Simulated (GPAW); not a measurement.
Wanted: an ASE script for a GPAW 26.7.0 run.

```
Task                : relaxation of cell and atoms
Functional          : revPBE
Potentials or basis : the program's PAW data sets (release 1.2.1) made for this functional
Cutoff              : 800 eV
Basis               : pw
k mesh              : 10 × 10 × 8
Occupations         : fermi-dirac, width 0.05 eV
Spin                : no spin polarisation
Maxiter             : 150
Optimizer           : BFGS
Fmax                : 0.02 eV/Å
Max steps           : 40
Convergence         : density=1e-05 forces=0.0001
```

The structure of MgB2 lies in MgB2.xyz:

```xyz
3
Lattice="3.0850000000 0.0000000000 0.0000000000 -1.5425000000 2.6716883707 0.0000000000 0.0000000000 0.0000000000 3.5230000000" Properties=species:S:1:pos:R:3 pbc="T T T"
Mg     0.0000000000      0.0000000000      0.0000000000
B      1.5425000002      0.8905627901      1.7615000000
B     -0.0000000002      1.7811255806      1.7615000000
```

The input as run:

run.py

```python
from ase.filters import FrechetCellFilter
from ase.io import read, write
from ase.optimize import BFGS
from gpaw import GPAW, PW

atoms = read('MgB2.xyz')

calc = GPAW(mode=PW(800),
            xc='revPBE',
            kpts={'size': (10, 10, 8), 'gamma': True},
            occupations={'name': 'fermi-dirac', 'width': 0.05},
            nbands=17,
            convergence={'density': 1e-05, 'forces': 0.0001},
            maxiter=150,
            txt='gpaw.txt')
atoms.calc = calc
opt = BFGS(FrechetCellFilter(atoms), trajectory='relax.traj', logfile='-')
done = opt.run(fmax=0.02, steps=40)
calc.write('gs.gpw')
write('result.traj', atoms)
print('Converged:', done)
print('Cell:', atoms.cell.cellpar().round(4))
print('Volume:', round(atoms.get_volume(), 4))
print(atoms.get_scaled_positions().round(5))
```

Potentials or basis: the program's PAW data sets (release 1.2.1) made for this functional, pw.

Run with:

```console
$ OMP_NUM_THREADS=1 python run.py
```

It gave:

```
Relaxed volume                         : 9.78 Å³/atom
Relaxed cell                           : a = 3.096 Å, b = 3.096 Å, c = 3.533 Å, α = 90.00°, β = 90.00°, γ = 120.00°
Space group after relaxing (to 0.05 Å) : P6/mmm (No. 191)
Energy gained by relaxing              : 0.6 meV/atom
Ionic steps                            : 3
Pressure after relaxing                : 0.0 GPa
Band gap on the k mesh                 : none (metal or under the smearing width)
```

Caveat: later steps reuse the first step's grids.

Run time: 84 s on 1 thread of Arm Neoverse V1 (shared host), peak memory 0.23 GiB.
